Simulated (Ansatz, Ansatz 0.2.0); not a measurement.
# Formation enthalpy of CuF2 from r2SCAN, with rVV10 and PBEsol for comparison

## The measurement

The reference is the enthalpy of formation of copper difluoride from the elements at 298 K, taken from a printed reference work on thermochemical properties of cobalt and copper compounds. It is a compiled value, and the method behind it is not given with it. I take it to be the standard enthalpy of the solid anhydrous salt, formed from metallic copper and gaseous fluorine, which is how such compilations usually carry the quantity. That reading matters, because a hydrated or partly hydrolysed sample would have a different heat of formation. The value comes without an uncertainty here, so I treat it as one thermochemical number to be compared with, not as an exact limit.

| compared with | measured | source's wording or label | T (K) | method |
| --- | --- | --- | --- | --- |
| ΔH per atom (eV/atom) | −1.875 | -129.7 kcal/mol | room temperature | compiled value, method not stated |

Conditions are those given with the value in the passage it was taken from; "not stated" means there, and the paper may say more elsewhere. The values are a selection: others may have been left out beforehand as unlike or outlying.

## Model and target

I want the formation enthalpy to within 0.1 eV per atom. That is a fair demand on an uncorrected density functional when the reaction turns a metal and a weakly bound molecule into a correlated ionic insulator, and it is still small against the heat of reaction. The calculation is static; zero-point motion and the heat content up to room temperature should matter at roughly 0.01 to 0.02 eV per atom, well inside the target.

The model is the monoclinic cell with two formula units, a Jahn-Teller distorted relative of rutile, with the two copper moments antiparallel. This collinear order stands in for the paramagnet of room temperature. The elements are copper metal and an F2 molecule in a box.

I go straight to r2SCAN. LDA and the GGAs overbind F2, which makes a fluoride too little exothermic, and they spread the $d^9$ hole of Cu(II) too far over the ligands. A meta-GGA reduces both errors without a fitted $U$. After that I want a neighbouring functional for scale and a test of the numerical settings.

Plain PBE isn't shown in this study.

System: CuF2; P2_1/c (No. 14), 6 atoms in the primitive cell; the database structure is a diffraction structure: a = 3.320 Å, b = 4.540 Å, c = 5.343 Å, β = 121.44°; structure from the Crystallography Open Database.

On the selection of runs and values: Further runs on this system are not shown.

## 1. r2SCAN with everything relaxed

Compound and elements are relaxed with the same functional, so the energy difference is consistent. I expect a local moment clearly below one Bohr magneton on copper, no net moment, and an enthalpy nearer to the reference than a GGA would give, though I would not bet on the sign of the remaining error.

**Run 1.** Ansatz 0.2.0: r2SCAN, antiferromagnetic start, F2 as a molecule in a box of 10 to 11 A, compound and elements relaxed, PAW set soft_2, cutoff 520 eV, 10x6x6 k mesh, Gaussian smearing 0.01 eV.

Key lines of the input:
```
crystal:
  # lattice and atoms, with starting spins
kpoints:
  mp_grid: { grid: [10, 6, 6] }
hamiltonian:
  xc: r2scan
scf:
  occupations: { method: gaussian, width: 0.01 }
output:
  forces: true
  stress: true
basis:
  ecutwfc: 520.0
magnetization:
  spin_polarized: true
relax:
  adjacent_minimum: "off"
  f_tol: 0.005
  max_steps: 60
  cell: { stress_tol: 0.03 }
```

Command:
```
ansatz run input.yaml --threads 8 --pin off --max-ram 16384MiB --backend cpu --events-out ev --progress --plain --runs-dir out
```

Selected lines of the output:
```
[CuF2, 6 atoms, space group P2_1/c, 10x6x6 mesh, spin-polarised] E sigma→0 (E₀):  -16500.895930 eV
[Cu, 1 atoms, space group Fm-3m, 18x18x18 mesh] E sigma→0 (E₀):  -6631.238089 eV
[F, 2 atoms, space group none (molecule), 1x1x1 mesh] E sigma→0 (E₀):  -1613.713653 eV
```

Converged; 3.3 min on 8 cores of Arm Neoverse V2, shared host. Warnings: another step: stress_scf_threshold_loose.

| quantity | run 1 | measured | deviation |
| --- | --- | --- | --- |
| ΔH per atom (eV/atom) | −1.832 | −1.875 | +0.043 (+2.3 %) |
| size of moment on Cu (μB) | 0.742 |  |  |
| net moment per formula unit (μB) | 0 |  |  |
| ΔH per mole of formula units (kJ/mol) | −530.3 |  |  |
| conventional cell volume (Å³) | 68.93 |  |  |

The three total energies give −1.832 eV per atom, too weakly exothermic by 0.043 eV. That meets the 0.1 eV I set, though not the stricter 0.03 eV one might ask of a good thermochemical calculation. The copper moment of 0.742 $\mu_B$ with zero net moment is what I want from antiparallel $d^9$ ions with part of the spin on fluorine, so the run describes the intended magnetic state.

The log carries a warning, stress_scf_threshold_loose, from another step of the run. Its name alone does not tell me what it does to the enthalpy, and I attach no correction to it.

## 2. Adding nonlocal correlation to r2SCAN

The reaction compares a metal, a small molecule and an ionic solid, and dispersion acts on these very unequally. I add rVV10 with cutoff, mesh and potentials unchanged, which tests how far the result depends on the missing long-range correlation. Extra attraction in the two solids, with little to gain inside F2, should make the enthalpy more negative if the compound gains more than the copper metal does. I expect a shift of a few hundredths of an eV per atom at most.

**Run 2.** Ansatz 0.2.0: r2SCAN+rVV10, antiferromagnetic start, F2 as a molecule in a box of 10 to 11 A, compound and elements relaxed, PAW set soft_2, cutoff 520 eV, 10x6x6 k mesh, Gaussian smearing 0.01 eV.

Key lines of the input, as changed from run 1:
```diff
  hamiltonian:
+   dispersion: rvv10
```

Selected lines of the output:
```
[CuF2, 6 atoms, space group P2_1/c, 10x6x6 mesh, spin-polarised] E sigma→0 (E₀):  -16497.382278 eV
[Cu, 1 atoms, space group Fm-3m, 18x18x18 mesh] E sigma→0 (E₀):  -6630.203781 eV
[F, 2 atoms, space group none (molecule), 1x1x1 mesh] E sigma→0 (E₀):  -1612.925478 eV
```

Converged; wall time 4.4 min. Warnings: another step: stress_scf_threshold_loose.

| quantity | run 2 | measured | deviation |
| --- | --- | --- | --- |
| ΔH per atom (eV/atom) | −1.854 | −1.875 | +0.021 (+1.1 %) |
| size of moment on Cu (μB) | 0.742 |  |  |
| net moment per formula unit (μB) | 0 |  |  |
| ΔH per mole of formula units (kJ/mol) | −536.6 |  |  |
| conventional cell volume (Å³) | 67.76 |  |  |

The nonlocal term makes the enthalpy more negative by 0.022 eV per atom, in the direction and of the size I expected, and the cell shrinks by 1.17 Å$^3$. The copper moment stays at 0.742 $\mu_B$, so both runs describe the same electronic state. The remaining deviation is 0.021 eV per atom. I don't rank the two levels on this gain, since it is of about the same size as the thermal and zero-point terms left out.

## 3. PBEsol for scale, with cutoff and mesh

A GGA beside the meta-GGA shows how much the choice of functional matters here. I take PBEsol with the same potentials at 420 eV, then raise the cutoff to 570 eV and, separately, refine the mesh to 14x8x8. The two tests count strictly for PBEsol; for r2SCAN they are only a hint about the potentials and the cell. I expect PBEsol to be too weakly exothermic by clearly more than 0.1 eV per atom, because it overbinds F2, and to give a smaller copper moment. The mesh should hardly matter in an insulator with localised $d$ holes.

**Run 3.** Ansatz 0.2.0: PBEsol, antiferromagnetic start, F2 as a molecule in a box of 10 to 11 A, compound and elements relaxed, PAW set soft_2, cutoff 420 eV, 10x6x6 k mesh, Gaussian smearing 0.01 eV.

Key lines of the input, as changed from run 1:
```diff
  hamiltonian:
-   xc: r2scan
+   xc: pbesol
  basis:
-   ecutwfc: 520.0
+   ecutwfc: 420.0
```

Command:
```
ansatz run input.yaml --threads 4 --pin off --max-ram 16384MiB --backend cpu --events-out ev --progress --plain --runs-dir out
```

Selected lines of the output:
```
[CuF2, 6 atoms, space group P2_1/c, 10x6x6 mesh, spin-polarised] E sigma→0 (E₀):  -16376.983974 eV
[Cu, 1 atoms, space group Fm-3m, 18x18x18 mesh] E sigma→0 (E₀):  -6588.772608 eV
[F, 2 atoms, space group none (molecule), 1x1x1 mesh] E sigma→0 (E₀):  -1595.286573 eV
```

Converged; 3.1 min on 4 cores of Arm Neoverse V2, shared host. Warnings: another step: stress_scf_threshold_loose.

**Run 4.** Ansatz 0.2.0: PBEsol, antiferromagnetic start, F2 as a molecule in a box of 10 to 11 A, compound and elements relaxed, PAW set soft_2, cutoff 570 eV, 10x6x6 k mesh, Gaussian smearing 0.01 eV.

Key lines of the input, as changed from run 3:
```diff
  basis:
-   ecutwfc: 420.0
+   ecutwfc: 570.0
```

Selected lines of the output:
```
[CuF2, 6 atoms, space group P2_1/c, 10x6x6 mesh, spin-polarised] E sigma→0 (E₀):  -16377.014294 eV
[Cu, 1 atoms, space group Fm-3m, 18x18x18 mesh] E sigma→0 (E₀):  -6588.775406 eV
[F, 2 atoms, space group none (molecule), 1x1x1 mesh] E sigma→0 (E₀):  -1595.305773 eV
```

Converged; 1.8 min on 4 cores of Intel Xeon Platinum 8559C (Emerald Rapids), shared host. Warnings: another step: stress_scf_threshold_loose.

**Run 5.** Ansatz 0.2.0: PBEsol, antiferromagnetic start, F2 as a molecule in a box of 10 to 11 A, compound and elements relaxed, PAW set soft_2, cutoff 420 eV, 14x8x8 k mesh, Gaussian smearing 0.01 eV.

Key lines of the input, as changed from run 3:
```diff
  kpoints:
-   mp_grid: { grid: [10, 6, 6] }
+   mp_grid: { grid: [14, 8, 8] }
```

Selected lines of the output:
```
[CuF2, 6 atoms, space group P2_1/c, 14x8x8 mesh, spin-polarised] E sigma→0 (E₀):  -16376.984031 eV
[Cu, 1 atoms, space group Fm-3m, 24x24x24 mesh] E sigma→0 (E₀):  -6588.773758 eV
```

Converged; wall time 4.6 min. Warnings: another step: stress_scf_threshold_loose.

| quantity | run 3 | run 4 | run 5 | measured |
| --- | --- | --- | --- | --- |
| ΔH per atom (eV/atom) | −1.478 | −1.475 | −1.477 | −1.875 |
| size of moment on Cu (μB) | 0.588 | 0.588 | 0.588 |  |
| net moment per formula unit (μB) | 0 | 0 | 0 |  |
| ΔH per mole of formula units (kJ/mol) | −427.7 | −427.0 | −427.6 |  |
| conventional cell volume (Å³) | 69.48 | 69.51 | 69.49 |  |

PBEsol gives −1.478 eV per atom, too weakly exothermic by 0.397 eV, which is far outside the target. The miss comes to about 1.2 eV per formula unit. GGAs overbind F2 by roughly 0.6 to 0.9 eV per molecule, so the molecule can account for much of it but probably not all. I suspect the rest lies in the Cu(II) $d^9$ state, where the smaller moment of 0.588 $\mu_B$ points to a hole shared more with fluorine; these runs do not separate the two parts.

Cutoff and mesh play no real part in a miss of this size. Raising the cutoff lowers the cell energy of the compound by 0.030 eV and that of F2 by 0.019 eV, but these changes largely cancel in the reaction, and the enthalpy moves by only 0.003 eV per atom. The denser mesh, refined for the copper metal as well, moves it by 0.001 eV. Both tests hold for PBEsol. The r2SCAN results, on which my judgement rests, have no cutoff or mesh test of their own in this report.

## Collected results

| run | settings | ΔH per atom (eV/atom) | deviation | cost |
| --- | --- | --- | --- | --- |
| 1 | r2SCAN, cutoff 520 eV, 10x6x6 k mesh | −1.832 | +0.043 (+2.3 %) | 26 core-min |
| 2 | r2SCAN+rVV10, cutoff 520 eV, 10x6x6 k mesh | −1.854 | +0.021 (+1.1 %) | 35 core-min |
| 3 | PBEsol, cutoff 420 eV, 10x6x6 k mesh | −1.478 | +0.397 (+21.2 %) | 12 core-min |
| 4 | PBEsol, cutoff 570 eV, 10x6x6 k mesh | −1.475 | +0.400 (+21.3 %) | 7.1 core-min |
| 5 | PBEsol, cutoff 420 eV, 14x8x8 k mesh | −1.477 | +0.398 (+21.2 %) | 18 core-min |
|  | measured | −1.875 |  |  |

Further runs on the same system, made beside this series (convergence steps with loose settings among them):

| further | settings | ΔH per atom (eV/atom) | deviation | cost | status |
| --- | --- | --- | --- | --- | --- |
| F1 | PBEsol+D3(BJ), compound and elements relaxed, cutoff 420 eV, 10x6x6 k mesh | −1.406 | +0.469 (+25.0 %) | 6 core-min | warnings: another step: stress_scf_threshold_loose |
| F2 | BLYP, compound and elements relaxed, cutoff 420 eV, 10x6x6 k mesh | −1.642 | +0.233 (+12.4 %) | 13 core-min | warnings: another step: stress_scf_threshold_loose |
| F3 | LDA, compound and elements relaxed, cutoff 420 eV, 10x6x6 k mesh | −1.639 | +0.236 (+12.6 %) | 14 core-min | warnings: another step: stress_scf_threshold_loose |
| F4 | PBEsol, compound and elements relaxed, cutoff 420 eV, 6x4x4 k mesh | −1.483 | +0.392 (+20.9 %) | 3.7 core-min | warnings: another step: stress_scf_threshold_loose |
| F5 | PBEsol, compound and elements in their database cells, cutoff 420 eV, 10x6x6 k mesh | −1.480 | +0.395 (+21.1 %) | 95 core-s |  |
|  | measured | −1.875 |  |  |  |

## Outcome

r2SCAN meets the target of 0.1 eV per atom. It gives −1.832 eV per atom against the compiled −1.875, too weakly exothermic by 0.043 eV, for 26 core-minutes. Adding rVV10 narrows the gap to 0.021 eV, but I don't rank the two on that. With PBEsol, D3 shifts the enthalpy the other way, by 0.072 eV, so the sign of a dispersion correction here depends on the scheme, the functional or both.

Zero-point motion should make the formation less exothermic, since the stiff Cu–F lattice holds more of it than the elements do. With the heat content included, I put the net effect at roughly 0.01 to 0.02 eV per atom. If that estimate holds, the r2SCAN miss grows a little but stays inside the target; no phonon calculation is shown in this report to test it.

PBEsol misses by 0.397 eV. Overbound F2 has the right sign for much of this, and an overly delocalised copper hole may add to it. LDA comes closer, at 0.236 eV, presumably because its overbinding of the solid offsets part of the error in the molecule. r2SCAN should reduce both errors, and its larger copper moment fits a more localised hole, but some cancellation may remain in its result.

The first run decided the matter, and PBEsol gave the scale. The PBEsol cutoff and mesh tests moved the enthalpy by only a few meV and say little about r2SCAN, for which no such test is shown; nor is a second set of potentials. Relaxation hardly mattered for PBEsol: the database cells give −1.480 eV. The reference has no uncertainty here, so the last few hundredths of an eV stay open. A hybrid functional would be the next test of the copper $d^9$ state.

[Logs are printed without paths, hosts, clocks, repeated set-up lines and the standing remarks that a program may print on its own settings, such as how far it seeks lower states.]

[The runs shown are a pick from a larger set of finished runs; failed, doubtful and other runs were left out of it ahead of writing. So were measured values far from every level or from commonly accepted values, and agreement can look better than it is. Lines of input and output are excerpts and may be shortened.]
